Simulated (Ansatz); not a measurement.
# SiO2 under strain

All numbers below come from DFT LDA, scalar-relativistic, plane waves, PAW in Ansatz. (420 eV cutoff, 6×6×6 k-mesh, Gaussian smearing of 0.02 eV, no spin polarisation)

Starting point, cell and atoms relaxed:

```
CELL_PARAMETERS angstrom
0.00000 4.69873 7.34186
2.34720 0.00000 7.34186
2.34720 4.69873 0.00000
ATOMIC_POSITIONS crystal
Si 0.56308 0.56308 0.93692
Si 0.31308 0.31308 0.68692
Si 0.68692 0.68692 0.31308
Si 0.93692 0.93692 0.56308
O 0.62500 0.12500 0.62500
O 0.62500 0.62500 0.12500
O 0.62500 0.62500 0.62500
O 0.12500 0.62500 0.62500
O 0.18564 0.81436 0.18564
O 0.81436 0.18564 0.81436
O 0.43564 0.06436 0.43564
O 0.06436 0.43564 0.06436
```

Deformation: biaxial strain in the a-b plane, with the length and tilt of c and the atoms relaxed, all within the symmetry that the strain leaves. Energies are extrapolated to zero smearing. Gaps are Kohn–Sham gaps over the whole zone.

| strain (%) | ΔE (meV/atom) | a (Å) | b (Å) | c (Å) | gap (eV) |
| --- | --- | --- | --- | --- | --- |
| -3.0 | 15.4 | 8.455 | 7.477 | 5.304 | 5.60 |
| -1.5 | 3.9 | 8.586 | 7.592 | 5.278 | 5.64 |
| +0.0 | 0.0 | 8.717 | 7.708 | 5.252 | 5.60 |
| +1.5 | 3.9 | 8.847 | 7.824 | 5.228 | 5.49 |
| +3.0 | 15.6 | 8.978 | 7.939 | 5.205 | 5.33 |

Q: What stiffness (1/V) d²E/dε² at zero strain does a cubic fit over all points give?

A: A cubic fit gives (1/V) d²E/dε² = 409 GPa at zero strain (twice the biaxial modulus).

Q: How does the free axis c answer a small strain?

A: Between the innermost points its strain is -0.32 times the applied one.

Q: How fast does the gap move with strain on either side?

A: -30 meV per percent on the compressed side and -72 meV per percent on the stretched side; it is direct at -1.5 %, direct at zero and direct at +1.5 %.

This form isn't the usual stable structure of the compound.